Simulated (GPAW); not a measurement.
Input of a GPAW 26.7.0 run:

File run.py:

```python
from ase.eos import EquationOfState
from ase.io import Trajectory, read
from ase.units import GPa
from gpaw import GPAW, PW, setup_paths

setup_paths.insert(0, '.')

atoms = read('Au.xyz')

traj = Trajectory('eos.traj', 'w')
volumes, energies = [], []
for x in [0.94, 0.96, 0.98, 1.0, 1.02, 1.04, 1.06]:
    a = atoms.copy()
    a.set_cell(atoms.cell * x**(1 / 3), scale_atoms=True)
    calc = GPAW(mode=PW(600),
                xc='BLYP',
                kpts={'size': (11, 11, 11), 'gamma': True},
                occupations={'name': 'fermi-dirac', 'width': 0.05},
                nbands=14,
                convergence={'density': 1e-05, 'energy': 1e-05},
                eigensolver='davidson',
                maxiter=150,
                txt=f'eos-{x:.2f}.txt')
    a.calc = calc
    energies.append(a.get_potential_energy(force_consistent=True))
    volumes.append(a.get_volume())
    p = -a.get_stress()[:3].mean() / GPa
    calc.write(f'eos-{x:.2f}.gpw')
    traj.write(a)
    print(f'{x:.2f} {volumes[-1]:10.4f} A^3 {energies[-1]:14.6f} eV {p:9.3f} GPa', flush=True)

v0, e0, B = EquationOfState(volumes, energies, eos='birchmurnaghan').fit()
print(f'V0 = {v0:.4f} A^3, E0 = {e0:.6f} eV, B0 = {B / GPa:.2f} GPa')
```

The input Au.xyz:

```xyz
1
Lattice="0.0000000000 2.0350000000 2.0350000000 2.0350000000 0.0000000000 2.0350000000 2.0350000000 2.0350000000 0.0000000000" Properties=species:S:1:pos:R:3 pbc="T T T"
Au     0.0000000000      0.0000000000      0.0000000000
```

Potentials or basis: PAW data sets generated in the run's folder for this functional, pw.

Run with:

```console
$ gpaw-setup -f BLYP Au
$ OMP_NUM_THREADS=1 python run.py
```

Task: What does it give for the equilibrium volume?

Result: Outside the volumes run.

Energy against volume, from the lowest point:
```tsv
volume (Å³/atom)	energy (meV/atom)
15.843	332.60
16.181	249.04
16.518	178.72
16.855	119.87
17.192	71.22
17.529	31.61
17.866	0.00
```

Caveat: with this Au data set, volumes or pressures lay over 1.5 % or 2 GPa off other programs in two to four cells of ten. The run has no spin-orbit coupling, so splittings on Au are missing.
